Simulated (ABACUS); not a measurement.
Runs of ABACUS 3.10.1 on SnO2 (Cassiterite). Symmetry: P4_2/mnm, No. 136, tetragonal system. The conventional cell has a = 4.738 Å, b = 4.738 Å, c = 3.187 Å, α = 90.00°, β = 90.00°, γ = 90.00°. Sn (site symmetry mmm) has 6 O at 2.05 to 2.06 Å as nearest neighbours. O (site symmetry m2m) is surrounded by 3 Sn at 2.05 to 2.06 Å. 

```tsv
task	level	potentials or basis	cutoff (eV)	SCF threshold on the density	eigensolver	D2 scale factor	gap on the mesh (eV)	pressure (GPa)	largest force (eV/Å)
single point	PBE+D3(BJ)	PseudoDojo NC SR 0.4.1 PBE standard, DZP LCAO (the cutoffs set its grid)	1361	1e-07	genelpa	-	1.12	(b)	0.27
single point	PBE+D3	PseudoDojo NC SR 0.4.1 PBE standard, DZP LCAO (the cutoffs set its grid)	1361	1e-07	genelpa	-	1.12	14.9	0.27
single point	PBE	PseudoDojo NC SR 0.4.1 PBE standard, DZP LCAO (the cutoffs set its grid)	1361	1e-07	genelpa	-	1.12	17.2	0.26
single point	PBE+D2	PseudoDojo NC SR 0.4.1 PBE standard, DZP LCAO (the cutoffs set its grid)	1361	1e-07	genelpa	0.75	1.12	(a)	0.30
```

Alike in all rows: no spin polarisation; cell as given; k mesh 6 × 6 × 8; smearing fermi-dirac 0.05 eV.

**Question.** Fill in the values left out.

**Answer.** (a) 13.7; (b) 14.1.

Caveats: the atomic orbitals were generated for these runs and aren't a published set; spin-orbit coupling is left out, which moves the levels of the heavy elements; the basis of atomic orbitals isn't converged, which shifts pressures, moduli and gaps.

A k mesh can miss the band edges, and the runs leave out spin-orbit coupling on Sn.
